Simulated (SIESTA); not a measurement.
Here is a SIESTA 5.4.2 calculation.

Contents of CdS.fdf:

```
SystemName                      Greenockite
SystemLabel                     CdS
NumberOfSpecies                 2
NumberOfAtoms                   4
%block ChemicalSpeciesLabel
  1  48 Cd
  2  16 S
%endblock ChemicalSpeciesLabel

LatticeConstant                 1.0 Ang
%block LatticeVectors
     4.1500000000     0.0000000000     0.0000000000
    -2.0750000000     3.5940054257     0.0000000000
     0.0000000000     0.0000000000     6.7370000000
%endblock LatticeVectors
AtomicCoordinatesFormat         Fractional
%block AtomicCoordinatesAndAtomicSpecies
     0.6666666667     0.3333333333     0.5000000000  1  Cd
     0.3333333333     0.6666666667     0.0000000000  1  Cd
     0.6666666667     0.3333333333     0.8750000000  2  S
     0.3333333333     0.6666666667     0.3750000000  2  S
%endblock AtomicCoordinatesAndAtomicSpecies

%block kgrid.MonkhorstPack
    5   0   0  0.0
    0   5   0  0.0
    0   0   3  0.0
%endblock kgrid.MonkhorstPack
XC.Functional                   GGA
XC.Authors                      PBE
PAO.BasisSize                   TZP
PAO.EnergyShift                 0.003 Ry
Mesh.Cutoff                     800 Ry
Spin                            spin-orbit
%block DM.InitSpin
    1   0.000     0.00     0.00
    2   0.000     0.00     0.00
    3   0.000     0.00     0.00
    4   0.000     0.00     0.00
%endblock DM.InitSpin
WriteOrbMom                     true
OccupationFunction              FD
ElectronicTemperature           0.05 eV
MaxSCFIterations                120
SCF.MustConverge                false
SCF.Mixer.Method                Pulay
SCF.Mixer.Weight                0.25
SCF.Mixer.History               8
SCF.DM.Tolerance                5.0e-05
SCF.H.Tolerance                 1.0e-03 eV
WriteForces                     true
Charge.Mulliken                 end
Charge.Hirshfeld                end
Charge.Voronoi                  end
SaveRho                         true
SaveElectrostaticPotential      true
BandLinesScale                  ReciprocalLatticeVectors
%block BandLines
    1    0.000000   0.000000   0.000000  \Gamma
   11    0.500000   0.000000   0.000000  M
    7    0.333333   0.333333   0.000000  K
   13    0.000000   0.000000   0.000000  \Gamma
    6    0.000000   0.000000   0.500000  A
   11    0.500000   0.000000   0.500000  L
    7    0.333333   0.333333   0.500000  H
   13    0.000000   0.000000   0.500000  A
    1    0.500000   0.000000   0.500000  L
    6    0.500000   0.000000   0.000000  M
    1    0.333333   0.333333   0.000000  K
    6    0.333333   0.333333   0.500000  H
%endblock BandLines
%block PAO.Basis
  Cd 5
  n=4 0 2
    2.625 0.000
  n=5 0 3
    7.580 0.000 0.000
  n=4 1 2
    2.973 0.000
  n=5 1 1
    7.580
  n=4 2 3
    4.584 0.000 0.000
%endblock PAO.Basis
```

Potentials or basis: PseudoDojo 0.4 standard (PBE files, fully relativistic), TZP (energy shift 0.003 Ry; two zetas on semicore shells).

Run with:

```bash
$ siesta < CdS.fdf > CdS.out 2>&1
```

Task: What does it give for the band gap along the path?

Result: 1.36 eV, direct.

Task: Predict the Hirshfeld charges.

Result: Cd +0.34; S -0.34 e.

Levels at the corners of the path, in eV from the valence-band top:
| point | band 49 | band 50 | band 51 | band 52 | band 53 | band 54 | band 55 | band 56 |
| --- | --- | --- | --- | --- | --- | --- | --- | --- |
| Γ | -0.02 | -0.02 | 0.00 | 0.00 | 1.36 | 1.36 | 2.92 | 2.92 |
| M | -1.31 | -1.31 | -0.75 | -0.75 | 3.90 | 3.90 | 4.03 | 4.03 |
| K | -1.85 | -1.82 | -1.61 | -1.61 | 4.78 | 4.78 | 5.19 | 5.22 |
| Γ | -0.02 | -0.02 | 0.00 | 0.00 | 1.36 | 1.36 | 2.92 | 2.92 |
| A | -0.39 | -0.39 | -0.39 | -0.39 | 2.99 | 2.99 | 2.99 | 2.99 |
| L | -1.32 | -1.32 | -1.32 | -1.32 | 3.62 | 3.62 | 3.62 | 3.62 |
| H | -1.14 | -1.14 | -1.12 | -1.12 | 4.51 | 4.51 | 4.56 | 4.56 |
| A | -0.39 | -0.39 | -0.39 | -0.39 | 2.99 | 2.99 | 2.99 | 2.99 |
| L | -1.32 | -1.32 | -1.32 | -1.32 | 3.62 | 3.62 | 3.62 | 3.62 |
| M | -1.31 | -1.31 | -0.75 | -0.75 | 3.90 | 3.90 | 4.03 | 4.03 |
| K | -1.85 | -1.82 | -1.61 | -1.61 | 4.78 | 4.78 | 5.19 | 5.22 |
| H | -1.14 | -1.14 | -1.12 | -1.12 | 4.51 | 4.51 | 4.56 | 4.56 |

Caveat: the basis of atomic orbitals isn't converged, which shifts pressures, moduli and gaps.

**Experimental background.**

“Isotope dependence of band-gap energy”, 2008, arxiv:0807.2152 quotes, for a bulk crystal of CdS: band gap 2.5809 ± 0.0002 eV.

Measured gap of CdS: 2.5809 eV (quoted in “Isotope dependence of band-gap energy”, 2008, arxiv:0807.2152). This calculation gives 1.36 eV (-1.22 eV). The value is that of PBE in an atomic basis (PseudoDojo 0.4 standard (PBE files, fully relativistic), TZP (energy shift 0.003 Ry; two zetas on semicore shells)), whose error adds to the functional's,, without temperature or zero-point motion. Semilocal functionals fall short of measured gaps as a rule.
